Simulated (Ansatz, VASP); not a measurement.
## One calculation of Ca, two programs

The input INCAR:

```
SYSTEM = Ca
PREC = Accurate ; ENCUT = 520
EDIFF = 1E-6 ; ISMEAR = -1
SIGMA = 0.08 ; LREAL = .False.
LASPH = .True. ; NELM = 80
ALGO = Normal ; ISIF = 2
LWAVE = .False. ; LCHARG = .True.
GGA = PE ; LELF = .True.
LVHAR = .True. ; NBANDS = 17
```

Contents of KPOINTS:

```
regular mesh
0
Gamma
  11 11 6
  0 0 0
```

The input POSCAR:

```
Ca
1.0
    3.9532873096      0.0000000000      0.0000000000
   -1.9766436548      3.4236472386      0.0000000000
    0.0000000000      0.0000000000      6.4762402922
Ca
2
Direct
    0.3333333333      0.6666666667      0.2500000000
    0.6666666667      0.3333333333      0.7500000000
```

Input for Ansatz:

```yaml
crystal:
  lattice:
    - [3.9532873096, 0.0, 0.0]
    - [-1.9766436548, 3.4236472386, 0.0]
    - [0.0, 0.0, 6.4762402922]
  atoms:
    - { symbol: Ca, position: [0.3333333333, 0.6666666667, 0.25] }
    - { symbol: Ca, position: [0.6666666667, 0.3333333333, 0.75] }
kpoints:
  mp_grid: { grid: [11, 11, 6] }
scf:
  occupations: { method: fermi_dirac, width: 0.08 }
hamiltonian:
  xc: pbe
  pseudopotentials: { kind: all_electron, lapw: { basis_error: 0.0005 } }
output:
  forces: true
  stress: true
  eigenvalues: true
```

Change from the starting cell: volume scaled by 0.98.

Alike in both runs: task single point; functional PBE; k mesh 11 × 11 × 6; occupations fermi-dirac, width 0.08 eV; no spin polarisation.

```csv
,VASP,Ansatz
version,VASP 6.6.1,Ansatz 0.2.0
potentials or method,"VASP PAW PBE potentials, release 64 (Ca_sv)","all-electron LAPW, scalar-relativistic"
plane-wave cutoff (eV),520,see its input
```

```tsv
	VASP	Ansatz	Ansatz less VASP
pressure (GPa)	-0.5	-0.5	-0.01
largest component of the traceless stress (GPa)	0.06	0.06	-0.002
```

Ansatz ran all-electron here, so the differences hold the error of VASP's frozen core and of both bases.
